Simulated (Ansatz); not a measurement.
Crystal: SrVO3.

```
CELL_PARAMETERS angstrom
3.84090 0.00000 0.00000
0.00000 3.84090 0.00000
0.00000 0.00000 3.84090
ATOMIC_POSITIONS crystal
Sr 0.50000 0.50000 0.50000
V 0.00000 0.00000 0.00000
O 0.00000 0.00000 0.50000
O 0.00000 0.50000 0.00000
O 0.50000 0.00000 0.00000
```

- Program: Ansatz 0.2.0
- Task: single point
- Functional: PBE
- Potentials or basis: Ansatz PAW
- Cutoff: 420 eV (not typed: the program's choice for these potentials)
- k mesh: 7 × 7 × 7
- Occupations: fermi-dirac, width 0.05 eV
- Spin: collinear spin, ferromagnetic start
- Starting moments: [0.0, 2.0, 0.0, 0.0, 0.0] μB

On this cell: pressure 2.4 GPa; largest force zero by symmetry; net moment 0.00 μB per cell; band gap on the k mesh none (metal or under the smearing width).

The same run follows on a disturbed copy (atoms moved at random, drawn with an rms of 0.05 Å):

```
Sr V O
1.0
     3.84090    0.00000    0.00000
     0.00000    3.84090    0.00000
     0.00000    0.00000    3.84090
Sr V O
1 1 3
Direct
  0.50257 0.49144 0.50708
  0.01076 0.00861 0.00266
  0.99893 0.01733 0.49883
  0.98423 0.49443 0.01297
  0.51052 0.99633 0.99516
```

Q: What does the disturbed cell give?

A: The energy (extrapolated to zero smearing) moves by +18.8 meV/atom; pressure 2.9 GPa; largest force 1.042 eV/Å; net moment 0.00 μB per cell; band gap on the k mesh none (metal or under the smearing width).

Forces on the atoms (eV/Å):
```
Sr   0.072  0.241 -0.081
V   -0.520 -0.389  0.028
O    0.403 -0.504  0.270
O    0.764  0.624 -0.336
O   -0.719  0.027  0.118
```

Stress tensor (GPa, compression positive):
```
 2.42  0.09  0.03
 0.09  3.45 -0.24
 0.03 -0.24  2.91
```

Caveats: semilocal functionals often make such compounds metallic where correlation or magnetic order opens a gap, which also shifts bond lengths; the starting moments weren't kept.
